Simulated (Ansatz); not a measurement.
**Strain and the gap of Ge (lonsdaleite)**

Ge (lonsdaleite), relaxed with r2SCAN in Ansatz 0.2.0. It is hexagonal, P6_3/mmc (No. 194); conventional cell a = 3.998 Å, c = 6.593 Å, 22.81 Å³ an atom. Ge has 4 Ge at 2.45–2.47 Å.

The axes x, y and z are those of this cell:
```yaml
crystal:
  lattice:
    - [3.99762, 0.00000, 0.00000]
    - [-1.99881, 3.46204, 0.00000]
    - [0.00000, 0.00000, 6.59282]
  atoms:
    - { symbol: Ge, position: [0.33333, 0.66667, 0.00037] }
    - { symbol: Ge, position: [0.66667, 0.33333, 0.50037] }
    - { symbol: Ge, position: [0.33333, 0.66667, 0.37463] }
    - { symbol: Ge, position: [0.66667, 0.33333, 0.87463] }
```

Unstrained: With HSE06 the gap is 0.380 eV and direct, at Γ. Meshes: HSE06 6×6×4. Strains are changes of length per length. After each strain the atoms were relaxed again with r2SCAN within the symmetry that the strain leaves, so tilts or polar shifts that break it weren't tested; points keep the names that they have in the unstrained zone. Spin-unpolarised throughout; all numbers are computed.

Changes of the least gap in eV (an overlap counts as a negative gap):

| strain | volume change (%) | space group | HSE06 |
| --- | --- | --- | --- |
| uniaxial +0.38 % along z | +0.4 | P6_3/mmc | +0.029 |
| uniaxial -3.21 % along x | -3.2 | Cmcm | +0.069 |

Uniaxial +0.38 % along z, other directions held. HSE06: the gap goes from 0.380 to 0.409 eV (+0.029 eV); with HSE06 the top three valence levels at Γ, grouped 2+1 from the top over 284 meV, become 2+1 over 306 meV.

Uniaxial -3.21 % along x, other directions held. HSE06: the gap goes from 0.380 to 0.449 eV (+0.069 eV); with HSE06 the top three valence levels at Γ, grouped 2+1 from the top over 284 meV, become 1+1+1 over 607 meV.

The runs are scalar-relativistic, without spin-orbit coupling.

The meshes of the hybrids are coarse, so their gaps aren't converged to the digits shown.

The splittings at Γ are without spin-orbit coupling, which regroups them where it is of like size or larger.
